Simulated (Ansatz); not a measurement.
Crystal: KTaO3.

```xyz
5
Lattice="3.9883 0.0000 0.0000 0.0000 3.9883 0.0000 0.0000 0.0000 3.9883" Properties=species:S:1:pos:R:3 pbc="T T T"
Ta    0.0000    0.0000    0.0000
K     1.9942    1.9942    1.9942
O     0.0000    0.0000    1.9942
O     0.0000    1.9942    0.0000
O     1.9942    0.0000    0.0000
```

```yaml
Program: Ansatz 0.2.0
Task: relaxation of cell and atoms
Functional: RPBE
Potentials_or_basis: Ansatz PAW
Cutoff: "420 eV (not typed: the program's choice for these potentials)"
k_mesh: 7 × 7 × 7
Occupations: fermi-dirac, width 0.05 eV
Spin: no spin polarisation
```

At the start: volume 12.69 Å³/atom.

Question: Where does the relaxation end?

Answer: It ends after 7 steps and the volume is 13.34 Å³/atom (+5.1 %); space group Pm-3m (No. 221, to 0.05 Å).

The path:
| step | energy change (eV) | largest force (eV/Å) | volume (Å³) |
| --- | --- | --- | --- |
| 1 | 0.0000 | 0.0000 | 63.44 |
| 2 | -0.0765 | 0.0000 | 67.22 |
| 3 | -0.0820 | 0.0000 | 66.61 |
| 4 | -0.0821 | 0.0000 | 66.56 |
| 5 | -0.0945 | 0.0000 | 66.56 |
| 6 | -0.0943 | 0.0000 | 66.68 |
| 7 | -0.0946 | 0.0000 | 66.68 |

Final structure:
```cif
data_structure
_symmetry_space_group_name_H-M 'P 1'
_symmetry_Int_Tables_number 1
_cell_length_a 4.0550
_cell_length_b 4.0550
_cell_length_c 4.0550
_cell_angle_alpha 90.000
_cell_angle_beta 90.000
_cell_angle_gamma 90.000
_cell_volume 66.68
loop_
_atom_site_label
_atom_site_type_symbol
_atom_site_fract_x
_atom_site_fract_y
_atom_site_fract_z
_atom_site_occupancy
Ta1 Ta 0.00000 0.00000 0.00000 1
K1 K 0.50000 0.50000 0.50000 1
O1 O 0.00000 0.00000 0.50000 1
O2 O 0.00000 0.50000 0.00000 1
O3 O 0.50000 0.00000 0.00000 1
```

Caveat: the plane-wave basis is chosen anew once the cell has moved, so the energies of steps on either side of that aren't comparable; the pressure holds a Pulay correction of +0.5 GPa for the finite cutoff; the PAW data sets come from PBE, with cores solved anew for the run's functional, which leaves a small shift of forces and pressure.
